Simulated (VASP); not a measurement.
# TiB2 (P6/mmm) in VASP: band structure with PBE

Aim: the band structure of TiB2 with PBE.

Program: VASP 6.6.1. These are calculated values, not measurements. Logs are shortened: lines on timing, memory, paths and dates and some standing lists are left out, and cuts for length are marked.

## Step 1: The structure

It takes space group P6/mmm (No. 191, hexagonal). The conventional cell has a = 3.032 Å, b = 3.032 Å, c = 3.224 Å, α = 90.00°, β = 90.00°, γ = 120.00°. Ti (site symmetry 6/mmm) is surrounded by 12 B at 2.38 Å. Around B (site symmetry -6m2) lie 3 B at 1.75 Å.

## Step 2: Band structure, PBE

Contents of POSCAR:

```
TiB2
1.0
    3.0322250000      0.0000000000      0.0000000000
   -1.5161120000      2.6259840000      0.0000000000
    0.0000000000      0.0000000000      3.2236210000
Ti B
1 2
Direct
    0.0000000000      0.0000000000      0.0000000000
    0.3333333000      0.6666667000      0.5000000000
    0.6666667000      0.3333333000      0.5000000000
```

Contents of INCAR.step1:

```
SYSTEM = TiB2
PREC = Accurate
ENCUT = 520
EDIFF = 1E-6
ISMEAR = 0
SIGMA = 0.1
LREAL = .FALSE.
LASPH = .TRUE.
NELM = 80
ALGO = Fast
ISIF = 2
LWAVE = .FALSE.
LCHARG = .TRUE.
LMAXMIX = 4
GGA = PE
```

Contents of KPOINTS.step1:

```
Automatic mesh
0
G
  15 15 14
  0 0 0
```

Contents of INCAR.step2:

```
SYSTEM = TiB2
PREC = Accurate
ENCUT = 520
EDIFF = 1E-6
ISMEAR = 0
SIGMA = 0.05
LREAL = .FALSE.
LASPH = .TRUE.
NELM = 80
ALGO = Fast
ISIF = 2
LWAVE = .FALSE.
LCHARG = .FALSE.
LMAXMIX = 4
GGA = PE
ICHARG = 11
```

Contents of KPOINTS.step2:

```
path GMKGALHA,LM,KH
15
line-mode
reciprocal
 0.0000000000  0.0000000000  0.0000000000  G
 0.5000000000  0.0000000000  0.0000000000  M

 0.5000000000  0.0000000000  0.0000000000  M
 0.3333333333  0.3333333333  0.0000000000  K

 0.3333333333  0.3333333333  0.0000000000  K
 0.0000000000  0.0000000000  0.0000000000  G

 0.0000000000  0.0000000000  0.0000000000  G
 0.0000000000  0.0000000000  0.5000000000  A

 0.0000000000  0.0000000000  0.5000000000  A
 0.5000000000  0.0000000000  0.5000000000  L

 0.5000000000  0.0000000000  0.5000000000  L
 0.3333333333  0.3333333333  0.5000000000  H

 0.3333333333  0.3333333333  0.5000000000  H
 0.0000000000  0.0000000000  0.5000000000  A

 0.5000000000  0.0000000000  0.5000000000  L
 0.5000000000  0.0000000000  0.0000000000  M

 0.3333333333  0.3333333333  0.0000000000  K
 0.3333333333  0.3333333333  0.5000000000  H
```

Potentials or basis: VASP PAW PBE potentials, release 64 (Ti_sv, B).

The run is started by

```bash
$ cat potpaw_PBE.64/Ti_sv/POTCAR potpaw_PBE.64/B/POTCAR > POTCAR
$ cp INCAR.step1 INCAR
$ cp KPOINTS.step1 KPOINTS
$ mpirun -np 1 vasp_std > vasp.out
$ cp INCAR.step2 INCAR
$ cp KPOINTS.step2 KPOINTS
$ mpirun -np 1 vasp_std > vasp.out
```

OUTCAR:

```text
SYSTEM = TiB2
   PREC = Accurate
   ENCUT = 520
   EDIFF = 1E-6
   ISMEAR = 0
   LREAL = .FALSE.
   LASPH = .TRUE.
   NELM = 80
   ISIF = 2
   GGA = PE
   ICHARG = 11

 ion  position               nearest neighbor table
   1  0.000  0.000  0.000-   2 2.38   3 2.38   2 2.38   3 2.38   2 2.38   2 2.38   3 2.38   3 2.38
                             3 2.38   3 2.38   2 2.38   2 2.38
   2  0.333  0.667  0.500-   3 1.75   3 1.75   3 1.75   1 2.38   1 2.38   1 2.38   1 2.38   1 2.38
                             1 2.38
   3  0.667  0.333  0.500-   2 1.75   2 1.75   2 1.75   1 2.38   1 2.38   1 2.38   1 2.38   1 2.38
                             1 2.38

  LATTYP: Found a hexagonal cell.
 ALAT       =     3.0322250000
 C/A-ratio  =     1.0631206457

  Lattice vectors:

 A1 = (   3.0322250000,   0.0000000000,   0.0000000000)
 A2 = (  -1.5161120000,   2.6259840000,   0.0000000000)
 A3 = (   0.0000000000,   0.0000000000,   3.2236210000)

Analysis of symmetry for initial positions (statically):
=====================================================================
 Subroutine PRICEL returns:
 Original cell was already a primitive cell.

 Routine SETGRP: Setting up the symmetry group for a
 hexagonal supercell.

 Subroutine GETGRP returns: Found 24 space group operations
 (whereof 24 operations were pure point group operations)
 out of a pool of 24 trial point group operations.

The static configuration has the point symmetry D_6h.

Analysis of symmetry for dynamics (positions and initial velocities):
=====================================================================
 Subroutine PRICEL returns:
 Original cell was already a primitive cell.

 Routine SETGRP: Setting up the symmetry group for a
 hexagonal supercell.

 Subroutine GETGRP returns: Found 24 space group operations
 (whereof 24 operations were pure point group operations)
 out of a pool of 24 trial point group operations.

The dynamic configuration has the point symmetry D_6h.

 Subroutine INISYM returns: Found 24 space group operations
 (whereof 24 operations are pure point group operations),
 and found     1 'primitive' translations

----------------------------------------------------------------------------------------

                                     Primitive cell

  volume of cell :      25.6683

  direct lattice vectors                    reciprocal lattice vectors
     3.032225000  0.000000000  0.000000000     0.329790830  0.190404753  0.000000000
    -1.516112000  2.625984000  0.000000000     0.000000000  0.380809632  0.000000000
     0.000000000  0.000000000  3.223621000     0.000000000  0.000000000  0.310210164

  length of vectors
     3.032225000  3.032224854  3.223621000     0.380809613  0.380809632  0.310210164

  position of ions in fractional coordinates (direct lattice)
     0.000000000  0.000000000  0.000000000
     0.333333300  0.666666700  0.500000000
     0.666666700  0.333333300  0.500000000

  ion indices of the primitive-cell ions
   primitive index   ion index
                 1           1
                 2           2
                 3           3

----------------------------------------------------------------------------------------

 KPOINTS: path GMKGALHA,LM,KH

Interpolating k-points between supplied coordinates.

 Line segments in fractional coordinates (reciprocal lattice):
    0.000000  0.000000  0.000000  ...  0.500000  0.000000  0.000000
    0.500000  0.000000  0.000000  ...  0.333333  0.333333  0.000000
    0.333333  0.333333  0.000000  ...  0.000000  0.000000  0.000000
    0.000000  0.000000  0.000000  ...  0.000000  0.000000  0.500000
    0.000000  0.000000  0.500000  ...  0.500000  0.000000  0.500000
    0.500000  0.000000  0.500000  ...  0.333333  0.333333  0.500000
    0.333333  0.333333  0.500000  ...  0.000000  0.000000  0.500000
    0.500000  0.000000  0.500000  ...  0.500000  0.000000  0.000000
    0.333333  0.333333  0.000000  ...  0.333333  0.333333  0.500000

 Generated    15 points on each line segment, for a total of    135 k-points:

 Following reciprocal coordinates:
            Coordinates               Weight
  0.000000  0.000000  0.000000      0.007407
  0.035714  0.000000  0.000000      0.007407
  0.071429  0.000000  0.000000      0.007407
  0.107143  0.000000  0.000000      0.007407
  0.142857  0.000000  0.000000      0.007407
  0.178571  0.000000  0.000000      0.007407
[... 16 lines left out ...]
  0.416667  0.166667  0.000000      0.007407
  0.404762  0.190476  0.000000      0.007407
 [... further k-points ...]
   k-points           NKPTS =    135   k-points in BZ     NKDIM =    135   number of bands    NBANDS=     13
   number of dos      NEDOS =    301   number of ions     NIONS =      3
   total plane-waves  NPLWV =  13824
   dimension x,y,z NGX =    24 NGY =   24 NGZ =   24
   dimension x,y,z NGXF=    48 NGYF=   48 NGZF=   48
   ions per type =               1   2
   NGX,Y,Z   is equivalent  to a cutoff of  13.16, 13.16, 12.38 a.u.
   NGXF,Y,Z  is equivalent  to a cutoff of  26.32, 26.32, 24.75 a.u.
 SYSTEM =  TiB2
   PREC   = accura    normal or accurate (medium, high low for compatibility)
   ISTART =      0    job   : 0-new  1-cont  2-samecut
   ICHARG =     11    charge: 1-file 2-atom 10-const
   ISPIN  =      1    spin polarized calculation?
   LNONCOLLINEAR =      F non collinear calculations
   LSORBIT =      F    spin-orbit coupling
   LASPH  =      T    aspherical Exc in radial PAW
   ENCUT  =  520.0 eV  38.22 Ry    6.18 a.u.   5.64  5.64  5.99*2*pi/ulx,y,z
   NELM   =     80;   NELMIN=  2; NELMDL=  0     # of ELM steps
   EDIFF  = 0.1E-05   stopping-criterion for ELM
   LREAL  =      F    real-space projection
   EDIFFG = 0.1E-04   stopping-criterion for IOM
   NSW    =      0    number of steps for IOM
   IBRION =     -1    ionic relax: 0-MD 1-quasi-New 2-CG
   NFREE  =      0    steps in history (QN), initial steepest desc. (CG)
   ISIF   =      2    stress and relaxation
   ISYM   =      2    0-nonsym 1-usesym 2-fastsym
   POTIM  = 0.5000    time-step for ionic-motion
   TEBEG  =    0.0;   TEEND  =   0.0 temperature during run
   PSTRESS=    0.0 pullay stress
   NELECT =      18.0000    total number of electrons
   NUPDOWN=      -1.0000    fix difference up-down
   EMIN   =  10.00;   EMAX   =-10.00  energy-range for DOS
   EFERMI =   0.00;   METHOD = LEGACY
   ISMEAR =     0;   SIGMA  =   0.05  broadening in eV -4-tet -1-fermi 0-gaus
   EFERMI_NEDOS =   21; number of points for ismear=-14 and -15
   IALGO  =     68    algorithm
   IMIX   =      4    mixing-type and parameters
     AMIX     =   0.40;   BMIX     =  1.00
     AMIX_MAG =   1.60;   BMIX_MAG =  1.00
  volume/ion in A,a.u.               =       8.56        57.74
  Fermi-wavevector in a.u.,A,eV,Ry     =   1.454453  2.748519 28.782240  2.115435
  Thomas-Fermi vector in A             =   2.571602
   LORBIT       =      0    0 simple, 1 ext, 2 COOP (PROOUT), +10 PAW based schemes
   GGA     = PE    functional components
   LHFCALC =     F    Hartree Fock is set to
   AEXX    =    0.0000 exact exchange contribution
   IVDW    =     0    specifies the selected vdW correction
   LEPSILON=     F    determine dielectric tensor
   LRPA    =     F    only Hartree local field effects (RPA)
 non-spin polarized calculation
 RMM-DIIS sequential band-by-band and
 Gauss-broadening in eV      SIGMA  =   0.05
  energy-cutoff  :      520.00
  volume of cell :       25.67
 maximum number of plane-waves:       720
 NGX is ok and might be reduce to    24

 number of electron      18.0000001 magnetization

 Free energy of the ion-electron system (eV)
  ---------------------------------------------------
  ext. energy  EPLUGINS =         0.00000000
  ---------------------------------------------------
  free energy    TOTEN  =       -23.50481616 eV

  energy without entropy =      -23.50406749  energy(sigma->0) =      -23.50444182

 E-fermi :  10.0391     XC(G=0): -12.7668

 val. band max:        9.9529000402   @ k =   0.0000   0.0000   0.3929
 cond. band min:      10.0517345882   @ k =   0.4286   0.1429   0.0000
 fundamental gap:      0.0988345480
 Fermi energy:        10.0391012785

 k-point     1 :       0.0000    0.0000    0.0000
  band No.  band energies     occupation
      1     -46.9612      2.00000
      2     -23.3128      2.00000
      3     -22.9996      2.00000
      4     -22.9996      2.00000
      5      -3.5083      2.00000
      6       7.3776      2.00000
      7       7.3776      2.00000
      8       7.6933      2.00000
      9       7.8878      2.00000
     10      11.8829      0.00000
     11      11.8830      0.00000
     12      13.6576      0.00000
     13      13.6576      0.00000

 k-point     2 :       0.0357    0.0000    0.0000
  band No.  band energies     occupation
      1     -46.9606      2.00000
      2     -23.3119      2.00000
      3     -23.0048      2.00000
      4     -23.0008      2.00000
      5      -3.4837      2.00000
      6       7.3048      2.00000
      7       7.3734      2.00000
      8       7.6724      2.00000
      9       7.9001      2.00000
     10      11.8756      0.00000
     11      11.9271      0.00000
     12      13.5378      0.00000
     13      13.5528      0.00000

 k-point     3 :       0.0714    0.0000    0.0000
  band No.  band energies     occupation
      1     -46.9586      2.00000
      2     -23.3094      2.00000
      3     -23.0200      2.00000
      4     -23.0042      2.00000
      5      -3.4101      2.00000
      6       7.0922      2.00000
      7       7.3602      2.00000
      8       7.6131      2.00000
      9       7.9374      2.00000
     10      11.8538      0.00000
     11      12.0544      0.00000
     12      13.2516      0.00000
     13      13.3158      0.00000
[... 305 lines left out ...]
 k-point    23 :       0.4167    0.1667    0.0000
  band No.  band energies     occupation
      1     -46.9043      2.00000
      2     -23.3662      2.00000
      3     -23.2404      2.00000
      4     -23.1562      2.00000
      5       0.9781      2.00000
      6       1.0295      2.00000
      7       4.6444      2.00000
      8       7.1408      2.00000
      9       9.5383      2.00000
     10       9.7757      2.00000
     11      12.1596      0.00000
     12      12.8213      0.00000
     13      15.2240      0.00000

 k-point    24 :       0.4048    0.1905    0.0000
  band No.  band energies     occupation
      1     -46.9035      2.00000
      2     -23.3563      2.00000
      3     -23.2395      2.00000
      4     -23.1732      2.00000
      5       1.0477      2.00000
      6       1.1464      2.00000
      7       4.2863      2.00000
      8       7.2467      2.00000
      9       9.5069      2.00000
     10       9.8347      2.00000
     11      12.0323      0.00000
     12      12.7087      0.00000
     13      15.5614      0.00000

 [... further k-points ...]

------------------------ aborting loop because EDIFF is reached ----------------------------------------

  FORCE on cell =-STRESS in cart. coord.  units (eV):
  Direction    XX          YY          ZZ          XY          YZ          ZX
  --------------------------------------------------------------------------------------
  -------------------------------------------------------------------------------------
  Total        1.4153623      1.4153625      0.9985361      0.0000003      0.0000000      0.0000000
  in kB       88.3447484     88.3447564     62.3270916      0.0000168      0.0000000      0.0000000
  external PRESSURE =      79.6721988 kB  Pullay stress =       0.0000000 kB

 VOLUME and BASIS-vectors are now :
 -----------------------------------------------------------------------------
  energy-cutoff  :      520.00
  volume of cell :       25.67
      direct lattice vectors                 reciprocal lattice vectors
     3.032225000  0.000000000  0.000000000     0.329790830  0.190404753  0.000000000
    -1.516112000  2.625984000  0.000000000     0.000000000  0.380809632  0.000000000
     0.000000000  0.000000000  3.223621000     0.000000000  0.000000000  0.310210164

 POSITION                                       TOTAL-FORCE (eV/Angst)
 -----------------------------------------------------------------------------------
      0.00000      0.00000      0.00000        -0.000000      0.000000      0.000000
      0.00000      1.75066      1.61181        -0.000000      0.000000      0.000000
      1.51611      0.87533      1.61181         0.000000     -0.000000      0.000000
 -----------------------------------------------------------------------------------
    total drift:                               -0.000000     -0.000000     -0.000000

  FREE ENERGIE OF THE ION-ELECTRON SYSTEM (eV)
  ---------------------------------------------------
  free  energy   TOTEN  =       -23.5048161561 eV

  energy  without entropy=      -23.5040674914  energy(sigma->0) =      -23.50444182
```

Run time: 2.4 min. Hardware: 1 thread of Intel Xeon Platinum 8488C (Sapphire Rapids), shared host; peak memory 0.2 GiB.

What came out:

* Band gap along the path: none (metal or under the smearing width)

Levels at the corners of the path, in eV from the Fermi level:
```tsv
point	band 6	band 7	band 8	band 9	band 10	band 11	band 12	band 13
Γ	-2.64	-2.64	-2.33	-2.13	1.86	1.86	3.64	3.64
M	-9.27	-3.30	-3.23	-2.29	1.31	2.70	3.18	3.35
M	-9.27	-3.30	-3.23	-2.29	1.31	2.70	3.18	3.35
K	-8.35	-7.37	-1.88	-1.88	1.34	1.34	1.95	6.88
K	-8.35	-7.37	-1.88	-1.88	1.34	1.34	1.95	6.88
Γ	-2.64	-2.64	-2.33	-2.13	1.86	1.86	3.64	3.64
Γ	-2.64	-2.64	-2.33	-2.13	1.86	1.86	3.64	3.64
A	-7.63	-0.59	-0.59	-0.22	-0.22	0.41	0.41	1.63
A	-7.63	-0.59	-0.59	-0.22	-0.22	0.41	0.41	1.63
L	-7.57	-4.68	-3.85	-3.18	2.46	2.89	4.44	4.55
L	-7.57	-4.68	-3.85	-3.18	2.46	2.89	4.44	4.55
H	-8.59	-5.75	-3.19	-3.19	2.48	4.21	4.21	4.46
H	-8.59	-5.75	-3.19	-3.19	2.48	4.21	4.21	4.46
A	-7.63	-0.59	-0.59	-0.22	-0.22	0.41	0.41	1.63
L	-7.57	-4.68	-3.85	-3.18	2.46	2.89	4.44	4.55
M	-9.27	-3.30	-3.23	-2.29	1.31	2.70	3.18	3.35
K	-8.35	-7.37	-1.88	-1.88	1.34	1.34	1.95	6.88
H	-8.59	-5.75	-3.19	-3.19	2.48	4.21	4.21	4.46
```

Caveat: the log is that of the step along the path at fixed density, whose energy, stress, charges and moments have no meaning.
